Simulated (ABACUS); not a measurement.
# Mo (Im-3m) in ABACUS: settings compared

Aim: see how the results for Mo move with the level of theory and the settings. Levels: r2SCAN, LDA. Tasks: single point.

All numbers are computed with ABACUS 3.10.1; they aren't measurements. Logs are shortened: lines on timing, memory, paths and dates and some standing lists are left out, and cuts for length are marked.

## (1) The crystal as given

The structure is cubic, space group Im-3m (No. 229). Conventional cell: a = 3.168 Å, b = 3.168 Å, c = 3.168 Å, α = 90.00°, β = 90.00°, γ = 90.00°. Around Mo (site symmetry m-3m) lie 8 Mo at 2.74 Å.

## (2) Single point, r2SCAN

The input, INPUT:

```
INPUT_PARAMETERS
suffix              Mo
calculation         scf
basis_type          lcao
pseudo_dir          ./
orbital_dir         ./
symmetry            1
dft_functional      MGGA_X_R2SCAN+MGGA_C_R2SCAN
ecutwfc             100
pseudo_rcut         10
nspin               1
nbands              17
ks_solver           genelpa
smearing_method     fd
smearing_sigma      0.00367493
scf_thr             1e-07
scf_nmax            100
mixing_type         broyden
mixing_beta         0.7
cal_force           1
cal_stress          1
mixing_tau          1
out_mul             1
out_chg             1
```

The input, STRU:

```
ATOMIC_SPECIES
Mo 95.9500 Mo_ONCV_PBE-1.2.upf

NUMERICAL_ORBITAL
Mo_confined-atom_7au_3s2p2d1f.orb

LATTICE_CONSTANT
5.1839677754

LATTICE_VECTORS
-0.5773502692 0.5773502692 0.5773502692
0.5773502692 -0.5773502692 0.5773502692
0.5773502692 0.5773502692 -0.5773502692

ATOMIC_POSITIONS
Cartesian

Mo
0.0
1
0.0000000000 0.0000000000 0.0000000000 1 1 1
```

The input, KPT:

```
K_POINTS
0
Gamma
9 9 9 0 0 0
```

Potentials or basis: SG15 ONCV 1.2 PBE, DZP LCAO (the cutoffs set its grid).

Started as:

```bash
> OMP_NUM_THREADS=1 mpirun -np 4 abacus > log
```

running log:

```text
ABACUS v3.10.1

               Atomic-orbital Based Ab-initio Computation at UStc

 ------------------------------------------------------------------------------------

 READING GENERAL INFORMATION
                           global_out_dir = OUT.Mo/
                           global_in_card = INPUT
                               pseudo_dir = ./
                              orbital_dir = ./
                                    DSIZE = 4
                                    GSIZE = 1

 READING UNITCELL INFORMATION
                                    ntype = 1
                  lattice constant (Bohr) = 5.18397
              lattice constant (Angstrom) = 2.74324

 READING ATOM TYPE 1
                               atom label = Mo
                      L=0, number of zeta = 3
                      L=1, number of zeta = 2
                      L=2, number of zeta = 2
                      L=3, number of zeta = 1
             number of atom for this type = 1

                        TOTAL ATOM NUMBER = 1
CARTESIAN COORDINATES ( UNIT =       5.183967775400 Bohr ).
    atom                   x                   y                   z     mag                  vx                  vy                  vz
tauc_Mo1            0.0000000000        0.0000000000        0.0000000000  0.0000        0.0000000000        0.0000000000        0.0000000000

                          Volume (Bohr^3) = 107.242
                             Volume (A^3) = 15.8916

 Lattice vectors: (Cartesian coordinate: in unit of a_0)
             -0.57735            +0.57735            +0.57735
             +0.57735            -0.57735            +0.57735
             +0.57735            +0.57735            -0.57735
 Reciprocal vectors: (Cartesian coordinate: in unit of 2 pi/a_0)
                   +0           +0.866025           +0.866025
            +0.866025                  +0           +0.866025
            +0.866025           +0.866025                  +0
 The esolver type has been set to : ksdft_lcao

                PAO radial cut off (Bohr) = 10

 Read in pseudopotential file is Mo_ONCV_PBE-1.2.upf
                     pseudopotential type = NC
          exchange-correlation functional = PBE
                 nonlocal core correction = 0
                        valence electrons = 14
                                     lmax = 2
                           number of zeta = 0
                     number of projectors = 6
                           L of projector = 0
                           L of projector = 0
                           L of projector = 1
                           L of projector = 1
[... 165 lines left out ...]

 SETUP SEARCHING RADIUS FOR PROGRAM TO SEARCH ADJACENT ATOMS
                  longest orb rcut (Bohr) = 7
   longest nonlocal projector rcut (Bohr) = 2.64
                     search radius (Bohr) = 19.3
              searching radius is (Bohr)) = 19.3
         searching radius unit is (Bohr)) = 5.18
                         PeriodicBoundary = 1
                        Radius(unit:lat0) = 3.72
                                   glayer = [ 6, 6, 6 ]
                             glayer_minus = [ 5, 5, 5 ]

Find the coordinate range of the input atom(unit:lat0).
                                  min_tau = [ -8.66, -8.66, -8.66 ]
                                  max_tau = [ 8.66, 8.66, 8.66 ]
                                BoxNumber = [ 11, 11, 11 ]

 SETUP EXTENDED REAL SPACE GRID FOR GRID INTEGRATION
                          real space grid = [ 36, 36, 36 ]
                 big cell numbers in grid = [ 12, 12, 12 ]
             meshcell numbers in big cell = [ 3, 3, 3 ]
                        extended fft grid = [ 20, 20, 20 ]
                dimension of extened grid = [ 53, 53, 53 ]
                            UnitCellTotal = 125
              Atom number in sub-FFT-grid = 1
    Local orbitals number in sub-FFT-grid = 26
                                ParaV.nnr = 25181
                                 init_chg = atomic

 LCAO ALGORITHM --------------- ION=   1  ELEC=   1--------------------------------

 Density error is 0.0635827620903
----------------------------------------------------------
     Energy           Rydberg                 eV
----------------------------------------------------------
 E_KohnSham     -137.1274550616      -1865.7147410764
 E_Harris       -138.6437214041      -1886.3446030204
 E_Fermi        1.5765137469         21.4495699329
----------------------------------------------------------
[... 80 lines left out ...]
 Density error is 4.65060720132e-08
----------------------------------------------------------
     Energy           Rydberg                 eV
----------------------------------------------------------
 E_KohnSham     -137.1520868958      -1866.0498743743
 E_KS(sigma->0) -137.1518371074      -1866.0464758282
 E_Harris       -137.1520864765      -1866.0498686692
 E_band         -5.3456493670        -72.7312909010
 E_one_elec     -20.7641557045       -282.5108317406
 E_Hartree      18.3870554863        250.1687240555
 E_xc           -15.6134359913       -212.4316948400
 E_Ewald        -119.1610511094      -1621.2692747571
 E_entropy(-TS) -0.0004995769        -0.0067970921
 E_descf        0.0000000000         0.0000000000
 E_exx          0.0000000000         0.0000000000
 E_Fermi        1.5357844782         20.8954198036
----------------------------------------------------------

 charge density convergence is achieved
 final etot is -1866.0498744 eV
 EFERMI = 20.895419804 eV

 STATE ENERGY(eV) AND OCCUPATIONS    NSPIN == 1
 1/35 kpoint (Cartesian) = 0.0000 0.0000 0.0000 (464 pws)
       1       -42.8847     0.00274348
       2       -15.1310     0.00274348
       3       -15.1310     0.00274348
       4       -15.1310     0.00274348
       5        13.0887     0.00274348
       6        19.4995     0.00274348
[... 9 lines left out ...]
      16        52.2664        0.00000
[... 82 lines left out ...]
       4       -15.1735      0.0658436
       5        14.5904      0.0658436
       6        18.8453      0.0658436
[... 9 lines left out ...]
      16        49.5170        0.00000
      17        54.1308        0.00000

[... levels at 29 further k points ...]

 correction force for each atom along direction 1 is -5.44685e-15
 correction force for each atom along direction 2 is -5.95218e-15
 correction force for each atom along direction 3 is 1.57429e-14
------------------------------------------------------------------------------------------
 TOTAL-FORCE (eV/Angstrom)
------------------------------------------------------------------------------------------
                       Mo1         0.0000000000         0.0000000000         0.0000000000
------------------------------------------------------------------------------------------

----------------------------------------------------------------
 TOTAL-STRESS (KBAR)
----------------------------------------------------------------
       -51.9823487118         0.0000000000        -0.0000000000
         0.0000000000       -51.9823487118         0.0000000000
         0.0000000000         0.0000000000       -51.9823487118
----------------------------------------------------------------
 TOTAL-PRESSURE: -51.982349 KBAR

 --------------------------------------------
 !FINAL_ETOT_IS -1866.0498743742741681 eV
 --------------------------------------------
```

Wall time 12 s (4 MPI ranks of Intel Xeon Platinum 8375C at 2.90GHz (Ice Lake), shared host); peak memory 0.36 GiB.

What came out:

```
Free energy            : -1866.0499 eV
Pressure               : -5.2 GPa
Band gap on the k mesh : none (metal or under the smearing width)
```

Levels at points of the mesh, in eV from the Fermi level:
```
           k point  band 4  band 5  band 6  band 7  band 8  band 9  band 10  band 11
(0.00, 0.00, 0.00)  -36.03   -7.81   -1.40   -1.40   -1.40    1.92     1.92    15.74
```

Caveat: the atomic orbitals were generated for these runs and aren't a published set; the potentials were made for another functional, which shifts forces and pressure; the basis of atomic orbitals isn't converged, which shifts pressures, moduli and gaps.

## (3) Single point, LDA

The input, run_abacus.py:

```python
"""ABACUS run from a structure file: ASE reads it, the script writes STRU, KPT and INPUT."""
import re
import subprocess
import spglib
from ase import Atoms
from ase.io import read
from ase.units import Bohr

atoms = read("Mo.cif")
cell, frac, numbers = spglib.standardize_cell((atoms.cell[:], atoms.get_scaled_positions(), atoms.numbers), to_primitive=True, symprec=1e-4)
atoms = Atoms(numbers=numbers, cell=cell, scaled_positions=frac, pbc=True)  # the primitive cell
atoms = atoms[(-atoms.numbers).argsort(kind="stable")]  # ABACUS lists atoms element by element
pseudo = {'Mo': 'Mo.upf'}
orbital = {'Mo': 'Mo_confined-atom_7au_3s2p2d1f.orb'}
magmoms = None
kmesh = [11, 11, 11]
params = {
    'suffix': 'Mo',
    'calculation': 'scf',
    'basis_type': 'lcao',
    'pseudo_dir': './',
    'orbital_dir': './',
    'symmetry': 1,
    'dft_functional': 'pz',
    'ecutwfc': 100,
    'pseudo_rcut': 10,
    'nspin': 1,
    'nbands': 17,
    'ks_solver': 'genelpa',
    'smearing_method': 'fd',
    'smearing_sigma': 0.00367493,
    'scf_thr': 1e-07,
    'scf_nmax': 100,
    'mixing_type': 'broyden',
    'mixing_beta': 0.7,
    'cal_force': 1,
    'cal_stress': 1,
    'out_mul': 1,
    'out_chg': 1,
}

symbols = atoms.get_chemical_symbols()
elements = list(dict.fromkeys(symbols))
lines = ["ATOMIC_SPECIES"] + [f"{e} {atoms.get_masses()[symbols.index(e)]:.4f} {pseudo[e]}" for e in elements]
if orbital:
    lines += ["", "NUMERICAL_ORBITAL"] + [orbital[e] for e in elements]
lines += ["", "LATTICE_CONSTANT", f"{1 / Bohr:.10f}", "", "LATTICE_VECTORS"]
lines += [" ".join(f"{x:.10f}" for x in v) for v in atoms.cell]
lines += ["", "ATOMIC_POSITIONS", "Direct"]
for e in elements:
    lines += ["", e, "0.0", str(symbols.count(e))]
    for i, p in enumerate(atoms.get_scaled_positions(wrap=False)):
        if symbols[i] == e:
            mag = "" if magmoms is None else " mag " + " ".join(str(x) for x in (magmoms[i] if isinstance(magmoms[i], list) else [magmoms[i]]))
            lines.append(" ".join(f"{x:.10f}" for x in p) + " 1 1 1" + mag)
open("STRU", "w").write("\n".join(lines) + "\n")
open("KPT", "w").write("K_POINTS\n0\nGamma\n%d %d %d 0 0 0\n" % tuple(kmesh))
open("INPUT", "w").write("INPUT_PARAMETERS\n" + "".join(f"{k:<20s}{v}\n" for k, v in params.items()))

done = subprocess.run(['mpirun', '-np', '4', 'abacus'])
if done.returncode:
    raise SystemExit(done.returncode)
log = open("OUT.Mo/running_scf.log").read()
print("final energy (eV):", re.findall(r"FINAL_ETOT_IS (\S+)", log))
```

The input, Mo.cif:

```cif
data_Mo
_cell_length_a 3.16761794
_cell_length_b 3.16761794
_cell_length_c 3.16761794
_cell_angle_alpha 90.00000000
_cell_angle_beta 90.00000000
_cell_angle_gamma 90.00000000
_space_group_name_H-M_alt 'Im-3m'
_space_group_name_Hall '-I 4 2 3'
_space_group_IT_number 229
loop_
_space_group_symop_operation_xyz
'x,y,z'
'-x,-y,-z'
'-y,x,z'
'y,-x,-z'
'-x,-y,z'
'x,y,-z'
'y,-x,z'
'-y,x,-z'
'x,-y,-z'
'-x,y,z'
'-y,-x,-z'
'y,x,z'
'-x,y,-z'
'x,-y,z'
'y,x,-z'
'-y,-x,z'
'z,x,y'
'-z,-x,-y'
'z,-y,x'
'-z,y,-x'
'z,-x,-y'
'-z,x,y'
'z,y,-x'
'-z,-y,x'
'-z,x,-y'
'z,-x,y'
'-z,-y,-x'
'z,y,x'
'-z,-x,y'
'z,x,-y'
'-z,y,x'
'z,-y,-x'
'y,z,x'
'-y,-z,-x'
'x,z,-y'
'-x,-z,y'
'-y,z,-x'
'y,-z,x'
'-x,z,y'
'x,-z,-y'
'-y,-z,x'
'y,z,-x'
'-x,-z,-y'
'x,z,y'
'y,-z,-x'
'-y,z,x'
'x,-z,y'
'-x,z,-y'
'x+1/2,y+1/2,z+1/2'
'-x+1/2,-y+1/2,-z+1/2'
'-y+1/2,x+1/2,z+1/2'
'y+1/2,-x+1/2,-z+1/2'
'-x+1/2,-y+1/2,z+1/2'
'x+1/2,y+1/2,-z+1/2'
'y+1/2,-x+1/2,z+1/2'
'-y+1/2,x+1/2,-z+1/2'
'x+1/2,-y+1/2,-z+1/2'
'-x+1/2,y+1/2,z+1/2'
'-y+1/2,-x+1/2,-z+1/2'
'y+1/2,x+1/2,z+1/2'
'-x+1/2,y+1/2,-z+1/2'
'x+1/2,-y+1/2,z+1/2'
'y+1/2,x+1/2,-z+1/2'
'-y+1/2,-x+1/2,z+1/2'
'z+1/2,x+1/2,y+1/2'
'-z+1/2,-x+1/2,-y+1/2'
'z+1/2,-y+1/2,x+1/2'
'-z+1/2,y+1/2,-x+1/2'
'z+1/2,-x+1/2,-y+1/2'
'-z+1/2,x+1/2,y+1/2'
'z+1/2,y+1/2,-x+1/2'
'-z+1/2,-y+1/2,x+1/2'
'-z+1/2,x+1/2,-y+1/2'
'z+1/2,-x+1/2,y+1/2'
'-z+1/2,-y+1/2,-x+1/2'
'z+1/2,y+1/2,x+1/2'
'-z+1/2,-x+1/2,y+1/2'
'z+1/2,x+1/2,-y+1/2'
'-z+1/2,y+1/2,x+1/2'
'z+1/2,-y+1/2,-x+1/2'
'y+1/2,z+1/2,x+1/2'
'-y+1/2,-z+1/2,-x+1/2'
'x+1/2,z+1/2,-y+1/2'
'-x+1/2,-z+1/2,y+1/2'
'-y+1/2,z+1/2,-x+1/2'
'y+1/2,-z+1/2,x+1/2'
'-x+1/2,z+1/2,y+1/2'
'x+1/2,-z+1/2,-y+1/2'
'-y+1/2,-z+1/2,x+1/2'
'y+1/2,z+1/2,-x+1/2'
'-x+1/2,-z+1/2,-y+1/2'
'x+1/2,z+1/2,y+1/2'
'y+1/2,-z+1/2,-x+1/2'
'-y+1/2,z+1/2,x+1/2'
'x+1/2,-z+1/2,y+1/2'
'-x+1/2,z+1/2,-y+1/2'
loop_
_atom_site_label
_atom_site_type_symbol
_atom_site_symmetry_multiplicity
_atom_site_Wyckoff_symbol
_atom_site_fract_x
_atom_site_fract_y
_atom_site_fract_z
_atom_site_occupancy
Mo1 Mo 2 a 0.0000000000 0.0000000000 0.0000000000 1
```

Potentials or basis: PseudoDojo NC SR 0.4.1 LDA stringent, DZP LCAO (the cutoffs set its grid).

Started as:

```bash
> OMP_NUM_THREADS=1 python run_abacus.py > log
```

running log:

```text
ABACUS v3.10.1

               Atomic-orbital Based Ab-initio Computation at UStc

 ------------------------------------------------------------------------------------

 READING GENERAL INFORMATION
                           global_out_dir = OUT.Mo/
                           global_in_card = INPUT
                               pseudo_dir = ./
                              orbital_dir = ./
                                    DSIZE = 4
                                    GSIZE = 1

 READING UNITCELL INFORMATION
                                    ntype = 1
                  lattice constant (Bohr) = 1.88973
              lattice constant (Angstrom) = 1

 READING ATOM TYPE 1
                               atom label = Mo
                      L=0, number of zeta = 3
                      L=1, number of zeta = 2
                      L=2, number of zeta = 2
                      L=3, number of zeta = 1
             number of atom for this type = 1

                        TOTAL ATOM NUMBER = 1
DIRECT COORDINATES
    atom                   x                   y                   z     mag                  vx                  vy                  vz
taud_Mo1            0.0000000000        0.0000000000        0.0000000000  0.0000        0.0000000000        0.0000000000        0.0000000000

[... 306 lines left out ...]
 E_Harris       -140.7226895030      -1914.6304151261
 E_band         -4.3962005430        -59.8133769354
 E_one_elec     -19.0625712537       -259.3595875808
 E_Hartree      17.9829100009        244.6700426329
 E_xc           -20.4812024027       -278.6610545674
 E_Ewald        -119.1610511797      -1621.2692757137
 E_entropy(-TS) -0.0007754325        -0.0105503003
 E_descf        0.0000000000         0.0000000000
 E_exx          0.0000000000         0.0000000000
 E_Fermi        1.5142531133         20.6024705550
----------------------------------------------------------

 charge density convergence is achieved
 final etot is -1914.6304255 eV
 EFERMI = 20.602470555 eV

 STATE ENERGY(eV) AND OCCUPATIONS    NSPIN == 1
 1/56 kpoint (Cartesian) = 0.0000 0.0000 0.0000 (464 pws)
       1       -40.4752     0.00150263
       2       -13.8166     0.00150263
       3       -13.8166     0.00150263
       4       -13.8166     0.00150263
       5        13.5105     0.00150263
       6        19.3543     0.00150263
[... 9 lines left out ...]
      16        50.0337        0.00000
[... 82 lines left out ...]
       4       -13.8271      0.0180316
       5        15.4838      0.0180316
       6        17.3899      0.0180316
[... 9 lines left out ...]
      16        48.2485        0.00000
      17        50.8068        0.00000

[... levels at 50 further k points ...]

 correction force for each atom along direction 1 is 1.10506e-13
 correction force for each atom along direction 2 is 1.29021e-14
 correction force for each atom along direction 3 is 3.81858e-14
------------------------------------------------------------------------------------------
 TOTAL-FORCE (eV/Angstrom)
------------------------------------------------------------------------------------------
                       Mo1         0.0000000000         0.0000000000         0.0000000000
------------------------------------------------------------------------------------------

----------------------------------------------------------------
 TOTAL-STRESS (KBAR)
----------------------------------------------------------------
      -121.7608130381         0.0000000000        -0.0000000000
         0.0000000000      -121.7608130381         0.0000000000
        -0.0000000000         0.0000000000      -121.7608130381
----------------------------------------------------------------
 TOTAL-PRESSURE: -121.760813 KBAR

 --------------------------------------------
 !FINAL_ETOT_IS -1914.6304255292814105 eV
 --------------------------------------------
```

Run time: 4.4 s. Hardware: 4 MPI ranks of Intel Xeon 6975P-C (Granite Rapids), shared host; peak memory 0.36 GiB.

Results:

```
Free energy            : -1914.6304 eV
Pressure               : -12.2 GPa
Band gap on the k mesh : none (metal or under the smearing width)
```

Caveat: the atomic orbitals were generated for these runs and aren't a published set; the basis of atomic orbitals isn't converged, which shifts pressures, moduli and gaps.
